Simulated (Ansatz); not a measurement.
The system is W.

```
W
1.0
    -1.58234    1.58234    1.58234
     1.58234   -1.58234    1.58234
     1.58234    1.58234   -1.58234
W
1
Cartesian
  0.0000 0.0000 0.0000
```

Base run:

- Program: Ansatz 0.2.0
- Functional: PBE
- Potentials or basis: Ansatz PAW earlier set
- Cutoff: 760 eV
- Density cutoff: 3040 eV
- k mesh: 12 × 12 × 12
- Occupations: fermi-dirac, width 0.05 eV
- Spin: no spin polarisation

Its results: band gap on the k mesh none (metal or under the smearing width); pressure 6.0 GPa.

Q: The run is repeated on the same cell with these changes: potentials or basis from Ansatz PAW earlier set to JTH PAW; cutoff from 760 eV to 1290 eV; density cutoff from 3040 eV to 5160 eV; occupations from fermi-dirac, width 0.05 eV to methfessel-paxton, width 0.025 eV; valence electrons from 28 to 14. What comes out?

A: Band gap on the k mesh none (metal or under the smearing width); pressure 6.6 GPa.

Not every run made on this cell is shown here.
